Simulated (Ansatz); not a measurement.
## CaO: a prediction, then the measurements

These are results of Ansatz 0.2.0, DFT PBE, scalar-relativistic, plane waves, PAW, not measurements.

Cutoff 420 eV; k points 8×8×8 on the computed 2-atom cell (Γ-centred); Gaussian smearing, width 0.02 eV; no spin polarisation.

Relaxed structure:

Space group Fm-3m (No. 225). a = 4.830 Å, b = 4.830 Å, c = 4.830 Å, α = 90.00°, β = 90.00°, γ = 90.00°
| atom | site | symmetry | x | y | z |
| --- | --- | --- | --- | --- | --- |
| Ca | 4b | m-3m | 0.5000 | 0.0000 | 0.0000 |
| O | 4a | m-3m | 0.0000 | 0.0000 | 0.0000 |

* Space group: Fm-3m (No. 225)
* Volume per atom: 14.09 Å³
* Formation energy from the elements' standard states (uncorrected): -2.947 eV/atom
* Kohn–Sham band gap: 3.66 eV
* Orbital (Löwdin) character of the top 1 eV of the valence band: O 2p 93 %, unprojected 5 %
* Bader charge by site (e): Ca (1 in the cell) 1.48, O (1 in the cell) -1.48

**Against measurements.**

Measured lattice constant a of CaO: 4.807 Å (a printed reference work (textbook)). This calculation gives 4.830 Å (+0.5 %). The calculation is for 0 K without zero-point motion.

The cell was reached from a generator's guess, though it ends in a space group that the Crystallography Open Database lists for this formula. Kohn–Sham gaps at this level usually fall short of measured ones.
